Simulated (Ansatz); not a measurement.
Elastic constants of CuI (F-43m) under pressure

```yaml
crystal:
  lattice:
    - [0.00000, 2.96954, 2.96954]
    - [2.96954, 0.00000, 2.96954]
    - [2.96954, 2.96954, 0.00000]
  atoms:
    - { symbol: Cu, position: [0.75000, 0.75000, 0.75000] }
    - { symbol: I, position: [0.00000, 0.00000, 0.00000] }
```

This is the zero-pressure cell. At each pressure cell and atoms are relaxed in this structure, and the constants are slopes of the stress at strains of ±0.005 with relaxed ions (the coefficients that govern stability under load). Level: PBEsol, PAW on Ansatz 0.2.0's default frozen-core files (fitted under PBE), scalar-relativistic; k mesh 6×6×6, strains of ±0.005, fixed occupations, cutoff 420 eV. P is the pressure of the relaxed cell, less that of this one.

```tsv
P (GPa)	V/V₀	C11 (GPa)	C12 (GPa)	C44 (GPa)
0.00	1.0000	62.5	43.0	24.0
0.97	?	?	?	?
1.96	0.9645	71.8	53.4	23.7
3.97	0.9349	80.8	63.5	22.9
6.95	0.8990	93.5	78.2	21.4
9.96	0.8694	105.8	92.5	19.5
14.97	0.8299	124.9	115.7	15.7
```

Problem. Does the bulk modulus from the constants agree with the pressure-volume curve?

Solution. A third-order Birch-Murnaghan fit to the volumes shown (F against f, f = [(V₀/V)^(2/3) − 1]/2) gives B₀ = 49.6 GPa and B′ = 5.1. Its −V dP/dV stands beside (C11 + 2C12)/3:

| P (GPa) | from P(V) | from the constants |
| --- | --- | --- |
| 0.00 | 49.6 | 49.5 |
| 1.96 | 59.5 | 59.5 |
| 3.97 | 69.2 | 69.3 |
| 6.95 | 83.2 | 83.3 |
| 9.96 | 96.9 | 97.0 |
| 14.97 | 119.1 | 118.8 |

Problem. What are the pressure derivatives at zero pressure?

Solution. Slopes at V₀ of quadratic fits in −ln(V/V₀) through the first four rows shown, divided by B₀: dC11/dP = 4.8, dC12/dP = 5.3, dC44/dP = 0.0. The mean slopes up to 4.0 GPa are 4.6, 5.2, -0.3; curvature and scatter of the constants part the two. The combination (dC11/dP + 2 dC12/dP)/3 = 5.1 stands against B′.

Problem. Fill the row at 0.97 GPa.

Solution. Cubic fits in −ln(V/V₀) through all rows shown give C11 = 67.1, C12 = 48.2, C44 = 23.9 GPa. Computed: V/V₀ = 0.9816, C11 (GPa) = 67.1, C12 (GPa) = 48.1, C44 (GPa) = 23.9.

Problem. Does a shear stiffness soften?

Solution. C44 goes from 24.0 to 15.7 GPa; (C11 − C12)/2 goes from 9.7 to 4.6 GPa. C44 and (C11 − C12)/2 soften under pressure, though the lattice stays mechanically stable over this range.

Known limits: no other phase was computed; many crystals of this kind change structure within this range, and rows or crossings beyond such a change describe a metastable lattice; frozen-core PAW files fitted under PBE, their cores solved anew for the functional of the run; constants at zero field, no piezoelectric stiffening; phonons weren't checked at these pressures.
